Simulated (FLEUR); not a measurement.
# CdTe (F-43m) in FLEUR: further runs

One crystal, CdTe, is run at these levels: Wu-Cohen GGA; tasks: band structure, equation of state.

All numbers are computed with FLEUR MaX-R8.1 (patched build s14); they aren't measurements. Logs are shortened: lines on timing, memory, paths and dates and some standing lists are left out, and cuts for length are marked.

**The experiment to reproduce.**

A printed reference work, data compilation reports, for a bulk crystal of CdTe at 0 K: band gap 1.607 eV.

The results are compared with them further down.

**1. Starting point**

Symmetry: F-43m, No. 216, cubic system. The conventional cell has a = 6.410 Å, b = 6.410 Å, c = 6.410 Å, α = 90.00°, β = 90.00°, γ = 90.00°. Te (site symmetry -43m) has 4 Cd at 2.78 Å as nearest neighbours. Cd (site symmetry -43m) has 4 Te at 2.78 Å as nearest neighbours.

**2. Band structure, Wu-Cohen GGA**

Contents of inp.xml:

```xml
<?xml version="1.0" encoding="UTF-8" standalone="no"?>
<fleurInput fleurInputVersion="0.39">
   <comment>
      CdTe                                                                                                
   </comment>
   <calculationSetup>
      <cutoffs Kmax="3.8" Gmax="11.8" GmaxXC="11.8" numbands="0"/>
      <scfLoop itmax="60" minDistance="0.00001" maxIterBroyd="15" imix="Anderson" alpha="0.05" precondParam="0.0" spinf="2.0"/>
      <coreElectrons ctail="T" frcor="F" kcrel="0" coretail_lmax="0"/>
      <xcFunctional name="wc" relativisticCorrections="F"/>
      <magnetism jspins="1"/>
      <soc l_soc="F" theta="0.0" phi="0.0" spav="F"/>
      <expertModes spex="0" secvar="F"/>
      <geometryOptimization l_f="F" forcealpha="1.0" forcemix="BFGS" epsdisp="0.00001" epsforce="0.00001"/>
      <ldaU l_linMix="F" mixParam="0.05" spinf="1.0"/>
   </calculationSetup>
   <cell>
      <bzIntegration valenceElectrons="42.0" mode="hist" fermiSmearingEnergy="0.00183747">
         <kPointListSelection listName="default-1"/>
         <!-- k-points included here -->
         <xi:include xmlns:xi="http://www.w3.org/2001/XInclude" href="kpts.xml"> </xi:include>
      </bzIntegration>
      <!-- symmetry operations included here -->
      <xi:include xmlns:xi="http://www.w3.org/2001/XInclude" href="sym.xml"> </xi:include>
[... 31 lines left out ...]
            <valenceConfig>(4s1/2) (4p1/2) (4p3/2) (5s1/2) (4d3/2) (4d5/2)</valenceConfig>
         </electronConfig>
         <energyParameters s="5" p="5" d="4" f="4"/>
         <lo type="SCLO" l="0" n="4" eDeriv="0"/>
         <lo type="SCLO" l="1" n="4" eDeriv="0"/>
         <lo type="SCLO" l="1" n="4" eDeriv="1"/>
         <lo type="SCLO" l="2" n="4" eDeriv="2"/>
         <lo type="SCLO" l="3" n="4" eDeriv="2"/>
      </species>
   </atomSpecies>
   <atomGroups>
      <atomGroup species="Tellurium (Te)">
         <relPos label="                   1">-1.000/4.000 -1.000/4.000 -1.000/4.000</relPos>
         <force calculate="T" relaxXYZ="TTT"/>
      </atomGroup>
      <atomGroup species="Cadmium (Cd)">
         <relPos label="                   2">.0000000000 .0000000000 .0000000000</relPos>
         <force calculate="T" relaxXYZ="TTT"/>
      </atomGroup>
   </atomGroups>
   <output dos="F" band="F" slice="F">
      <checks vchk="F" cdinf="F"/>
      <bandDOS minEnergy="-.5*Htr" maxEnergy="0.5*Htr" sigma="0.015" storeEVData="T"/>
      <vacuumDOS vacdos="F" integ="F" star="F" nstars="0" locx1="0.0" locy1="0.0" locx2="0.0" locy2="0.0" nstm="0" tworkf="0.0"/>
      <unfoldingBand unfoldBand="F" supercellX="1" supercellY="1" supercellZ="1"/>
      <plotting iplot="0" polar="F">
         <plot TwoD="T" vec1="  1.0  0.0  0.0" vec2="  0.0  1.0  0.0" vec3="  0.0  0.0  1.0" zero="  0.0  0.0  0.0" file="plot"/>
      </plotting>
      <chargeDensitySlicing numkpt="0" minEigenval="0.0" maxEigenval="0.0" nnne="0" pallst="F"/>
      <specialOutput eonly="F"/>
      <magneticCircularDichroism mcd="F" energyLo="-10.0" energyUp="0.0"/>
   </output>
  <!-- We include the file relax.xml here to enable relaxations (see documentation) -->
  <xi:include xmlns:xi="http://www.w3.org/2001/XInclude" href="relax.xml"> <xi:fallback/> </xi:include>
</fleurInput>
```

Contents of crystal.txt:

```
CdTe
&input cartesian=F /
0.0000000000  3.2050000000  3.2050000000
3.2050000000  0.0000000000  3.2050000000
3.2050000000  3.2050000000  0.0000000000
1.8897261246
1.0 1.0 1.0

2
52 0.7500000000  0.7500000000  0.7500000000
48 0.0000000000  0.0000000000  0.0000000000

&kpt div1=7 div2=7 div3=7 gamma=T /
```

Contents of inp.xml (bands):

```
<?xml version="1.0" encoding="UTF-8" standalone="no"?>
<fleurInput fleurInputVersion="0.39">
   <comment>
      CdTe                                                                                                
   </comment>
   <calculationSetup>
      <cutoffs Kmax="3.8" Gmax="11.8" GmaxXC="11.8" numbands="0"/>
      <scfLoop itmax="60" minDistance="0.00001" maxIterBroyd="15" imix="Anderson" alpha="0.05" precondParam="0.0" spinf="2.0"/>
      <coreElectrons ctail="T" frcor="F" kcrel="0" coretail_lmax="0"/>
      <xcFunctional name="wc" relativisticCorrections="F"/>
      <magnetism jspins="1"/>
      <soc l_soc="F" theta="0.0" phi="0.0" spav="F"/>
      <expertModes spex="0" secvar="F"/>
      <geometryOptimization l_f="F" forcealpha="1.0" forcemix="BFGS" epsdisp="0.00001" epsforce="0.00001"/>
      <ldaU l_linMix="F" mixParam="0.05" spinf="1.0"/>
   </calculationSetup>
   <cell>
      <bzIntegration valenceElectrons="42.0" mode="hist" fermiSmearingEnergy="0.00183747">
         <kPointListSelection listName="path-1"/>
         <!-- k-points included here -->
         <xi:include xmlns:xi="http://www.w3.org/2001/XInclude" href="kpts.xml"> </xi:include>
      </bzIntegration>
      <!-- symmetry operations included here -->
[... 32 lines left out ...]
            <valenceConfig>(4s1/2) (4p1/2) (4p3/2) (5s1/2) (4d3/2) (4d5/2)</valenceConfig>
         </electronConfig>
         <energyParameters s="5" p="5" d="4" f="4"/>
         <lo type="SCLO" l="0" n="4" eDeriv="0"/>
         <lo type="SCLO" l="1" n="4" eDeriv="0"/>
         <lo type="SCLO" l="1" n="4" eDeriv="1"/>
         <lo type="SCLO" l="2" n="4" eDeriv="2"/>
         <lo type="SCLO" l="3" n="4" eDeriv="2"/>
      </species>
   </atomSpecies>
   <atomGroups>
      <atomGroup species="Tellurium (Te)">
         <relPos label="                   1">-1.000/4.000 -1.000/4.000 -1.000/4.000</relPos>
         <force calculate="T" relaxXYZ="TTT"/>
      </atomGroup>
      <atomGroup species="Cadmium (Cd)">
         <relPos label="                   2">.0000000000 .0000000000 .0000000000</relPos>
         <force calculate="T" relaxXYZ="TTT"/>
      </atomGroup>
   </atomGroups>
   <output dos="F" band="T" slice="F">
      <checks vchk="F" cdinf="F"/>
      <bandDOS minEnergy="-.5*Htr" maxEnergy="0.5*Htr" sigma="0.015" storeEVData="T"/>
      <vacuumDOS vacdos="F" integ="F" star="F" nstars="0" locx1="0.0" locy1="0.0" locx2="0.0" locy2="0.0" nstm="0" tworkf="0.0"/>
      <unfoldingBand unfoldBand="F" supercellX="1" supercellY="1" supercellZ="1"/>
      <plotting iplot="0" polar="F">
         <plot TwoD="T" vec1="  1.0  0.0  0.0" vec2="  0.0  1.0  0.0" vec3="  0.0  0.0  1.0" zero="  0.0  0.0  0.0" file="plot"/>
      </plotting>
      <chargeDensitySlicing numkpt="0" minEigenval="0.0" maxEigenval="0.0" nnne="0" pallst="F"/>
      <specialOutput eonly="F"/>
      <magneticCircularDichroism mcd="F" energyLo="-10.0" energyUp="0.0"/>
   </output>
  <!-- We include the file relax.xml here to enable relaxations (see documentation) -->
  <xi:include xmlns:xi="http://www.w3.org/2001/XInclude" href="relax.xml"> <xi:fallback/> </xi:include>
</fleurInput>
```

Potentials or basis: all-electron, FLAPW.

On the command line:

```bash
$ inpgen -f crystal.txt -profile fastHighL
$ # inp.xml edited to the form shown
$ fleur
$ fleur   # second run, on inp.xml (bands)
```

The program printed:

```text
Welcome to FLEUR        (www.flapw.de)
      MaX-Release 8.1          (www.max-centre.eu)

 ========== k-point set info ==========
 Selected k-point list: default-1
 k-point list type: mesh
 7 x 7 x 7
 Number of k points: 20

 ------------Calculation Setup---------------------------
 Number of OMP-threads    :            1
 Number of basis functions:          508
 Approximate size of matrices (H+S) per k-point:         0.008 GB
 --------------------------------------------------------
 Iteration:     1   Distance:       5.65630330 me/bohr^3
 Iteration:     2   Distance:       5.21803030 me/bohr^3
 Iteration:     3   Distance:       3.16868253 me/bohr^3
 Iteration:     4   Distance:       0.92073105 me/bohr^3
 Iteration:     5   Distance:       0.67854051 me/bohr^3
 Iteration:     6   Distance:       0.13044489 me/bohr^3
 Iteration:     7   Distance:       0.08945338 me/bohr^3
 Iteration:     8   Distance:       0.03656465 me/bohr^3
 Iteration:     9   Distance:       0.00543259 me/bohr^3
 Iteration:    10   Distance:       0.00371479 me/bohr^3
 Iteration:    11   Distance:       0.00031962 me/bohr^3
 Iteration:    12   Distance:       0.00017626 me/bohr^3
 Iteration:    13   Distance:       0.00003141 me/bohr^3
 Iteration:    14   Distance:       0.00000520 me/bohr^3

 ********************************************************************
 Run finished successfully
 Stop message:
   all done
 ********************************************************************
```

output (bands):

```text
Welcome to FLEUR        (www.flapw.de)
      MaX-Release 8.1          (www.max-centre.eu)

 ========== k-point set info ==========
 Selected k-point list: path-1
 k-point list type: path
 Number of k points: 60

 ------------Calculation Setup---------------------------
 Number of OMP-threads    :            1
 Number of basis functions:          512
 Approximate size of matrices (H+S) per k-point:         0.008 GB
 --------------------------------------------------------
 Fermi energy correction for insulators:
 No automatic correction of the Fermi energy has been performed.

 Note: Band structure data (together with different weights) is also stored in the banddos.hdf file.
       A convenient way of extracting and plotting the data from that file is by making use of the

 ********************************************************************
 Run finished successfully
 Stop message:
   Charge density postprocessing done.
 ********************************************************************
```

out.xml (last iteration):

```text
<iteration numberForCurrentRun="   14" overallNumber="   14">
         <energyParameters units="Htr">
            <atomicEP atomType="1" spin="1" branch="5s" branchLowest="-5.67" branchHighest="0.71" value="-0.3002604360"/>
            <atomicEP atomType="1" spin="1" branch="5p" branchLowest="-3.83" branchHighest="1.49" value="-0.0518245479"/>
            <atomicEP atomType="1" spin="1" branch="5d" branchLowest="-1.13" branchHighest="2.85" value="0.1561188949"/>
            <atomicEP atomType="1" spin="1" branch="4f" branchLowest="-9.99" branchHighest="1.67" value="0.3091229916"/>
            <loAtomicEP atomType="1" spin="1" branch="4p" branchLowest="-29.15" branchHighest="-3.83" value="-3.8420863882"/>
            <loAtomicEP atomType="1" spin="1" branch="4p" branchLowest="-29.15" branchHighest="-3.83" value="-3.8420863882"/>
            <loAtomicEP atomType="1" spin="1" branch="4d" branchLowest="-20.21" branchHighest="-1.13" value="-1.1730806479"/>
            <loAtomicEP atomType="1" spin="1" branch="4d" branchLowest="-20.21" branchHighest="-1.13" value="-1.1730806479"/>
            <loAtomicEP atomType="1" spin="1" branch="5s" branchLowest="-5.67" branchHighest="0.71" value="-0.3002604360"/>
            <loAtomicEP atomType="1" spin="1" branch="4f" branchLowest="-9.99" branchHighest="1.67" value="0.3091197849"/>
            <atomicEP atomType="2" spin="1" branch="5s" branchLowest="-3.60" branchHighest="1.09" value="0.0194127293"/>
            <atomicEP atomType="2" spin="1" branch="5p" branchLowest="-2.16" branchHighest="1.73" value="0.1830330113"/>
            <atomicEP atomType="2" spin="1" branch="4d" branchLowest="-14.16" branchHighest="-0.05" value="-0.1355576026"/>
            <atomicEP atomType="2" spin="1" branch="4f" branchLowest="-9.99" branchHighest="2.01" value="0.5010126735"/>
            <loAtomicEP atomType="2" spin="1" branch="4s" branchLowest="-26.65" branchHighest="-3.60" value="-3.5989508525"/>
            <loAtomicEP atomType="2" spin="1" branch="4p" branchLowest="-21.78" branchHighest="-2.16" value="-2.1712550183"/>
            <loAtomicEP atomType="2" spin="1" branch="4p" branchLowest="-21.78" branchHighest="-2.16" value="-2.1712550183"/>
            <loAtomicEP atomType="2" spin="1" branch="4d" branchLowest="-14.16" branchHighest="-0.05" value="-0.1456445910"/>
            <loAtomicEP atomType="2" spin="1" branch="4f" branchLowest="-9.99" branchHighest="2.01" value="0.5010106260"/>
         </energyParameters>
         <eigenvalues>
            <eigenvaluesAt spin="1" ikpt="1" k_x="0.00000000" k_y="0.00000000" k_z="0.00000000">
                      -3.8396698698       -3.8396698698       -3.8396698698       -3.5989489141       -2.1682976792
                      -2.1682976792       -2.1682976792       -1.1718589028       -1.1718589028       -1.1718589028
                      -1.1714941176       -1.1714941176       -0.2657403327       -0.1536122297       -0.1536122297
                      -0.1536122297       -0.1429347054       -0.1429347054        0.1539959129        0.1539959129
[... 42 lines left out ...]
         </valenceDensity>
         <coreStates atomType="     1" atomicNumber=" 52" spin="1" kinEnergy="   6889.1820390852" eigValSum="  -4094.9845553347" lostElectrons=" 0.000120">
            <state n="1" l="0" j="0.5" energy="-1161.0546980430" weight="1.0000000000"/>
            <state n="2" l="0" j="0.5" energy="-177.6956929539" weight="1.0000000000"/>
            <state n="2" l="1" j="0.5" energy="-166.4959204468" weight="1.0000000000"/>
            <state n="2" l="1" j="1.5" energy="-156.4066173392" weight="2.0000000000"/>
            <state n="3" l="0" j="0.5" energy="-35.0747185229" weight="1.0000000000"/>
            <state n="3" l="1" j="0.5" energy="-30.4660839083" weight="1.0000000000"/>
            <state n="3" l="1" j="1.5" energy="-28.5859969777" weight="2.0000000000"/>
            <state n="4" l="0" j="0.5" energy="-5.6747148413" weight="1.0000000000"/>
            <state n="3" l="2" j="1.5" energy="-20.4449591389" weight="2.0000000000"/>
            <state n="3" l="2" j="2.5" energy="-20.0517673466" weight="3.0000000000"/>
         </coreStates>
         <coreStates atomType="     2" atomicNumber=" 48" spin="1" kinEnergy="   5642.5238083264" eigValSum="  -3339.7297457782" lostElectrons=" 0.000000">
            <state n="1" l="0" j="0.5" energy="-973.7960271140" weight="1.0000000000"/>
            <state n="2" l="0" j="0.5" energy="-144.2872069553" weight="1.0000000000"/>
            <state n="2" l="1" j="0.5" energy="-134.3316597090" weight="1.0000000000"/>
            <state n="2" l="1" j="1.5" energy="-127.2574906354" weight="2.0000000000"/>
            <state n="3" l="0" j="0.5" energy="-26.6519167267" weight="1.0000000000"/>
            <state n="3" l="1" j="0.5" energy="-22.6593831108" weight="1.0000000000"/>
            <state n="3" l="1" j="1.5" energy="-21.3962459773" weight="2.0000000000"/>
            <state n="3" l="2" j="1.5" energy="-14.3202554751" weight="2.0000000000"/>
            <state n="3" l="2" j="2.5" energy="-14.0635650325" weight="3.0000000000"/>
         </coreStates>
         <allElectronCharges>
            <spinDependentCharge spin="1" total="100.0000000" interstitial="4.3166297" mtSpheres="95.6833703"/>
            <totalCharge value="99.9999999990"/>
         </allElectronCharges>
         <totalEnergy                                    value="   -12391.4254185420" units="Htr">
            <sumOfEigenvalues                            value="    -7491.2016739532">
               <coreElectrons value="-7434.7143011129"/>
               <valenceElectrons value="-56.4873728404"/>
            </sumOfEigenvalues>
            <densityCoulombPotentialIntegral value="-20112.0081799402"/>
            <densityEffectivePotentialIntegral value="-20543.5108530458"/>
            <chargeDenXCDenIntegral value="-329.4594570597"/>
            <FockExchangeEnergyValence value="0.0000000000"/>
            <FockExchangeEnergyCore value="0.0000000000"/>
            <atomTypeDependentContributions atomType="1">
               <electronNucleiInteractionDifferentMTs value="8229.9308764125"/>
               <MadelungTerm value="-33.5804858789"/>
            </atomTypeDependentContributions>
            <atomTypeDependentContributions atomType="2">
               <electronNucleiInteractionDifferentMTs value="6777.9162171903"/>
               <MadelungTerm value="-16.8434711231"/>
            </atomTypeDependentContributions>
            <tkbTimesEntropy value="0.0000002375"/>
            <freeEnergy value="-12391.4254187796"/>
            <extrapolationTo0K value="-12391.4254186608"/>
         </totalEnergy>
         <densityConvergence units="me/bohr^3">
            <chargeDensity spin="1" distance="0.0000052038"/>
         </densityConvergence>
      </iteration>
```

Wall time 47 s (1 thread of AMD EPYC 7R43 (Zen 3), shared host); peak memory 0.06 GiB.

Results:

| Item | Value |
| --- | --- |
| Free energy | -337187.8632 eV |
| Band gap on the k mesh | 0.73 eV, direct |
| Band gap along the path | 0.73 eV, direct |
| Valence electrons inside the program's atomic spheres | Te 19.07; Cd 18.61 (radii Te 2.3, Cd 2.56 bohr) |

Levels at the corners of the path, in eV from the valence-band top:
```csv
point,band 19,band 20,band 21,band 22,band 23,band 24
Γ,0.00,0.00,0.00,0.73,4.54,4.54
X,-4.51,-2.00,-2.00,2.41,2.59,8.86
W,-4.38,-2.48,-2.37,4.32,4.57,5.51
K,-4.41,-2.74,-1.66,2.78,4.49,7.31
Γ,0.00,0.00,0.00,0.73,4.54,4.54
L,-4.66,-0.83,-0.83,1.75,5.13,5.13
U,-4.41,-2.74,-1.66,2.78,4.49,7.31
W,-4.38,-2.48,-2.37,4.32,4.57,5.51
L,-4.66,-0.83,-0.83,1.75,5.13,5.13
K,-4.41,-2.74,-1.66,2.78,4.49,7.31
U,-4.41,-2.74,-1.66,2.78,4.49,7.31
X,-4.51,-2.00,-2.00,2.41,2.59,8.86
```

Core levels (eV from the Fermi level):
```csv
atom,levels
1 Te,"1s1/2 -31598.5, 2s1/2 -4839.9, 2p1/2 -4535.2, 2p3/2 -4260.6, 3s1/2 -959.0, 3p1/2 -833.6, 3p3/2 -782.4, 4s1/2 -159.0, 3d3/2 -560.9, 3d5/2 -550.2"
2 Cd,"1s1/2 -26502.9, 2s1/2 -3930.8, 2p1/2 -3659.9, 2p3/2 -3467.4, 3s1/2 -729.8, 3p1/2 -621.2, 3p3/2 -586.8, 3d3/2 -394.3, 3d5/2 -387.3"
```

Caveat: spin-orbit coupling is left out, which moves the levels of the heavy elements.

[end of part 1 of 2]
